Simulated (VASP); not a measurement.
# Li (a cell with a defect) in VASP: a series of runs, part 2 of 2

VASP 6.6.1. The steps go on from the part before.

## 4. Single point, PBE

File INCAR:

```
SYSTEM = Li
ALGO = Fast
EDIFF = 1E-6
ENCUT = 520
GGA = PE
ISIF = 2
ISMEAR = -1
LASPH = .TRUE.
LCHARG = .FALSE.
LREAL = Auto
LWAVE = .FALSE.
NBANDS = 40
NELM = 100
PREC = Accurate
SIGMA = 0.15
```

File KPOINTS:

```
k-points
0
G
  3 3 3
  0 0 0
```

File POSCAR:

```
Li
1.0
    6.9800000000      0.0000000000      0.0000000000
    0.0000000000      6.9800000000      0.0000000000
    0.0000000000      0.0000000000      6.9800000000
Li
17
Direct
   -0.0055038379     -0.0203076604      0.0260542200
    0.5076259129      0.0015541711      0.0130718637
    0.0438313144      0.5132331185     -0.0375234740
    0.0123714339     -0.0078823315      0.5024856652
    0.2377071876      0.2630358519      0.2443712347
    0.4977372860      0.4893144384     -0.0077050512
    0.4416045987      0.1008147182      0.5527998565
    0.7632230220      0.2499790719      0.2556041680
    0.0160310077      0.5006961524      0.5209420784
    0.2618324405      0.7471570584      0.2570761015
    0.2171327491      0.2350626518      0.7964588502
    0.5049245211      0.4980164432      0.5142934775
    0.8115739162      0.6484674808      0.1976004773
    0.7680546141      0.2448851592      0.7639000496
    0.2770224643      0.7699414594      0.7450372392
    0.7525602736      0.7563032909      0.7632532215
    0.6383698358      0.8726584859      0.3900457321
```

Potentials or basis: VASP PAW PBE potentials, release 64 (Li_sv).

Launch:

```console
> cat potpaw_PBE.64/Li_sv/POTCAR > POTCAR
> mpirun -np 1 vasp_std > vasp.out
```

OUTCAR:

```text
SYSTEM = Li
   EDIFF = 1E-6
   ENCUT = 520
   GGA = PE
   ISIF = 2
   ISMEAR = -1
   LASPH = .TRUE.
   LREAL = Auto
   NELM = 100
   PREC = Accurate

 ion  position               nearest neighbor table
   1  0.994  0.980  0.026-
   2  0.508  0.002  0.013-
   3  0.044  0.513  0.962-  13 2.49  11 2.56
   4  0.012  0.992  0.502-
   5  0.238  0.263  0.244-
   6  0.498  0.489  0.992-
   7  0.442  0.101  0.553-  17 2.39  11 2.50
   8  0.763  0.250  0.256-
   9  0.016  0.501  0.521-
  10  0.262  0.747  0.257-
  11  0.217  0.235  0.796-   7 2.50   3 2.56
  12  0.505  0.498  0.514-
  13  0.812  0.648  0.198-  17 2.39   3 2.49
  14  0.768  0.245  0.764-
  15  0.277  0.770  0.745-
  16  0.753  0.756  0.763-
  17  0.638  0.873  0.390-   7 2.39  13 2.39

  LATTYP: Found a simple cubic cell.
 ALAT       =     6.9800000000

  Lattice vectors:

 A1 = (   6.9800000000,   0.0000000000,   0.0000000000)
 A2 = (   0.0000000000,   6.9800000000,   0.0000000000)
 A3 = (   0.0000000000,   0.0000000000,   6.9800000000)

Analysis of symmetry for initial positions (statically):
=====================================================================
 Subroutine PRICEL returns:
 Original cell was already a primitive cell.

 Routine SETGRP: Setting up the symmetry group for a
 simple cubic supercell.

 Subroutine GETGRP returns: Found  1 space group operations
 (whereof  1 operations were pure point group operations)
 out of a pool of 48 trial point group operations.

The static configuration has the point symmetry C_1 .

Analysis of symmetry for dynamics (positions and initial velocities):
[... 150 lines left out ...]
     AMIX_MAG =   1.60;   BMIX_MAG =  1.00
  volume/ion in A,a.u.               =      20.00       134.99
  Fermi-wavevector in a.u.,A,eV,Ry     =   0.869780  1.643646 10.293044  0.756517
  Thomas-Fermi vector in A             =   1.988651
   LORBIT       =      0    0 simple, 1 ext, 2 COOP (PROOUT), +10 PAW based schemes
   GGA     = PE    functional components
   LHFCALC =     F    Hartree Fock is set to
   AEXX    =    0.0000 exact exchange contribution
   IVDW    =     0    specifies the selected vdW correction
   LEPSILON=     F    determine dielectric tensor
   LRPA    =     F    only Hartree local field effects (RPA)
 non-spin polarized calculation
 RMM-DIIS sequential band-by-band and
  energy-cutoff  :      520.00
  volume of cell :      340.07
 maximum number of plane-waves:      9180
 NGX is ok and might be reduce to    54
   NGX = 25   NGY = 25   NGZ = 25

 number of electron      51.0000006 magnetization

 Free energy of the ion-electron system (eV)
  ---------------------------------------------------
  ext. energy  EPLUGINS =         0.00000000
  ---------------------------------------------------
  free energy    TOTEN  =       -32.01610691 eV

  energy without entropy =      -31.50298192  energy(sigma->0) =      -31.75954441

 E-fermi :   0.6191     XC(G=0):  -7.0715

 val. band max:        0.6178938853   @ k =  -0.3333   0.0000   0.3333
 cond. band min:       0.6391325783   @ k =   0.0000   0.0000   0.0000
 fundamental gap:      0.0212386931
 Fermi energy:         0.6191049364

 k-point     1 :       0.0000    0.0000    0.0000
  band No.  band energies     occupation
      1     -46.0491      2.00000
      2     -45.9833      2.00000
      3     -45.9729      2.00000
      4     -45.9085      2.00000
      5     -45.9018      2.00000
      6     -45.8982      2.00000
[... 549 lines left out ...]
     36       3.5851      0.00000
     37       3.9472      0.00000
 [bands above 37 left out]

------------------------ aborting loop because EDIFF is reached ----------------------------------------

  FORCE on cell =-STRESS in cart. coord.  units (eV):
  Direction    XX          YY          ZZ          XY          YZ          ZX
  --------------------------------------------------------------------------------------
  -------------------------------------------------------------------------------------
  Total        0.3834024      0.9437067      0.4388146     -0.8292289      0.7885753     -0.6934844
  in kB        1.8063387      4.4461219      2.0674043     -3.9067779      3.7152451     -3.2672397
  external PRESSURE =       2.7732883 kB  Pullay stress =       0.0000000 kB

 VOLUME and BASIS-vectors are now :
 -----------------------------------------------------------------------------
  energy-cutoff  :      520.00
  volume of cell :      340.07
      direct lattice vectors                 reciprocal lattice vectors
     6.980000000  0.000000000  0.000000000     0.143266476  0.000000000  0.000000000
     0.000000000  6.980000000  0.000000000     0.000000000  0.143266476  0.000000000
     0.000000000  0.000000000  6.980000000     0.000000000  0.000000000  0.143266476

 POSITION                                       TOTAL-FORCE (eV/Angst)
 -----------------------------------------------------------------------------------
      6.94158      6.83825      0.18186         0.000335     -0.001669      0.002280
      3.54323      0.01085      0.09124         0.002167     -0.008574      0.011246
      0.30594      3.58237      6.71809         0.000451     -0.006290     -0.001302
      0.08635      6.92498      3.50735        -0.004141     -0.002480      0.002497
      1.65920      1.83599      1.70571         0.006438     -0.000790      0.001809
      3.47421      3.41541      6.92622         0.002341     -0.001123      0.004774
[... 9 lines left out ...]
      5.25287      5.27900      5.32751        -0.001390      0.006330     -0.011277
      4.45582      6.09116      2.72252        -0.001958      0.005373     -0.002198
 -----------------------------------------------------------------------------------
    total drift:                                0.002683     -0.005362     -0.009973

  FREE ENERGIE OF THE ION-ELECTRON SYSTEM (eV)
  ---------------------------------------------------
  free  energy   TOTEN  =       -32.0161069106 eV

  energy  without entropy=      -31.5029819193  energy(sigma->0) =      -31.75954441
```

OSZICAR:

```text
N       E                     dE             d eps       ncg     rms          rms(c)
DAV:   1     0.293759551161E+03    0.29376E+03   -0.22062E+04  1128   0.126E+03
DAV:   2     0.473220611336E+02   -0.24644E+03   -0.23220E+03  1144   0.340E+02
DAV:   3    -0.153690945861E+02   -0.62691E+02   -0.61076E+02  2080   0.838E+01
[... 19 lines left out ...]
RMM:  23    -0.320161003472E+02   -0.24969E-05   -0.26372E-05  1309   0.916E-03    0.112E-03
RMM:  24    -0.320161022418E+02   -0.18946E-05   -0.19833E-05  1254   0.832E-03    0.108E-03
RMM:  25    -0.320161038271E+02   -0.15854E-05   -0.17184E-05  1196   0.783E-03    0.961E-04
RMM:  26    -0.320161050734E+02   -0.12462E-05   -0.13398E-05  1053   0.732E-03    0.906E-04
RMM:  27    -0.320161060904E+02   -0.10170E-05   -0.11178E-05  1022   0.702E-03    0.844E-04
RMM:  28    -0.320161069106E+02   -0.82027E-06   -0.89434E-06   998   0.675E-03
   1 F= -.32016107E+02 E0= -.31759544E+02  d E =-.513125E+00
```

It took 7.1 min on 1 thread of Intel Xeon Platinum 8488C (Sapphire Rapids), shared host; peak memory 0.42 GiB.

Results:

| Quantity | Value |
| --- | --- |
| Free energy | -32.0161 eV |
| Largest force | 0.015 eV/Å |
| Band gap on the k mesh | none (metal or under the smearing width) |

Forces on the atoms (eV/Å):
```
Li   0.000 -0.002  0.002
Li   0.002 -0.009  0.011
Li   0.000 -0.006 -0.001
Li  -0.004 -0.002  0.002
Li   0.006 -0.001  0.002
Li   0.002 -0.001  0.005
Li  -0.004  0.001  0.014
Li  -0.002  0.004 -0.001
Li   0.000 -0.003 -0.003
Li   0.002  0.007  0.004
Li   0.000  0.003  0.003
Li  -0.003 -0.001  0.000
Li   0.007 -0.005 -0.012
Li  -0.003  0.001 -0.008
Li  -0.001  0.002 -0.004
Li  -0.001  0.006 -0.011
Li  -0.002  0.005 -0.002
```

Levels at points of the mesh, in eV from the Fermi level:
| k point | band 23 | band 24 | band 25 | band 26 | band 27 | band 28 |
| --- | --- | --- | --- | --- | --- | --- |
| (0.00, 0.00, 0.00) | -1.18 | -1.16 | -0.01 | 0.02 | 0.33 | 0.35 |

Caveat: the cutoff is under 1.25 times the usual one of these potentials, so pressure, stress and relaxed cells hold a basis-set (Pulay) error.
